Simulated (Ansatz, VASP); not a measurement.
# One calculation of In, two programs

```
In
1.0
    -1.85708    1.85708    1.85708
     1.85708   -1.85708    1.85708
     1.85708    1.85708   -1.85708
In
1
Direct
  0.00000 0.00000 0.00000
```

This isn't the form of In at room conditions, which is tetragonal.

Alike in both runs: task single point; functional PBE; k mesh 9 × 9 × 9; occupations fermi-dirac, width 0.05 eV; no spin polarisation.

|  | VASP | Ansatz |
| --- | --- | --- |
| version | VASP 6.6.1 | Ansatz 0.2.0 |
| potentials or method | VASP PAW PBE potentials, release 64 (In_d) | plane waves, PAW |
| plane-wave cutoff (eV) | 520 | 550 |
| valence electrons in the cell | 13 | 13 |

```tsv
	VASP	Ansatz	Ansatz less VASP
pressure (GPa)	3.7	3.8	+0.04
```

With one functional, cell and mesh, what is left measures potentials, basis and numerics. Ansatz warned: «stress_scf_threshold_loose».
